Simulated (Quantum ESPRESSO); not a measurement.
Input of a Quantum ESPRESSO 7.5 run:

File scf.in:

```
&CONTROL
  calculation = 'scf'
  prefix = 'pwscf'
  outdir = './tmp'
  pseudo_dir = './pseudo'
/
&SYSTEM
  ibrav = 0
  nat = 2
  ntyp = 2
  ecutwfc = 56
  nbnd = 32
  occupations = 'smearing'
  smearing = 'fd'
  degauss = 0.00367493
  noncolin = .true.
  lspinorb = .true.
  force_symmorphic = .true.
/
&ELECTRONS
  conv_thr = 4d-10
  electron_maxstep = 120
  mixing_beta = 0.5
/
ATOMIC_SPECIES
Pb   207.2000 Pb.upf
S     32.0600 S.upf
CELL_PARAMETERS angstrom
   0.0000000000    2.9657500000    2.9657500000
   2.9657500000    0.0000000000    2.9657500000
   2.9657500000    2.9657500000    0.0000000000
ATOMIC_POSITIONS crystal
Pb     0.0000000000    0.0000000000    0.0000000000
S      0.5000000000    0.5000000000    0.5000000000
K_POINTS automatic
8 8 8 0 0 0
```

Contents of nscf.in:

```
&CONTROL
  calculation = 'nscf'
  prefix = 'pwscf'
  outdir = './tmp'
  pseudo_dir = './pseudo'
/
&SYSTEM
  ibrav = 0
  nat = 2
  ntyp = 2
  ecutwfc = 56
  nbnd = 100
  occupations = 'smearing'
  smearing = 'fd'
  degauss = 0.00367493
  noncolin = .true.
  lspinorb = .true.
  force_symmorphic = .true.
/
&ELECTRONS
  conv_thr = 1d-08
  diago_full_acc = .true.
  diago_thr_init = 1d-06
/
ATOMIC_SPECIES
Pb   207.2000 Pb.upf
S     32.0600 S.upf
CELL_PARAMETERS angstrom
   0.0000000000    2.9657500000    2.9657500000
   2.9657500000    0.0000000000    2.9657500000
   2.9657500000    2.9657500000    0.0000000000
ATOMIC_POSITIONS crystal
Pb     0.0000000000    0.0000000000    0.0000000000
S      0.5000000000    0.5000000000    0.5000000000
K_POINTS automatic
2 2 2 0 0 0
```

Potentials or basis: PseudoDojo 0.4 FR PBE standard.

Command:

```bash
$ OMP_NUM_THREADS=1 pw.x -in scf.in > scf.out
$ OMP_NUM_THREADS=1 pw.x -in nscf.in > nscf.out
```

Q: What does it give for the band gap on the k mesh, mean-field level?

A: 0.08 eV, direct.

Caveat: the k mesh is coarse (spacing up to 0.92 Å⁻¹), so the values aren't converged. A k mesh can miss the band edges.
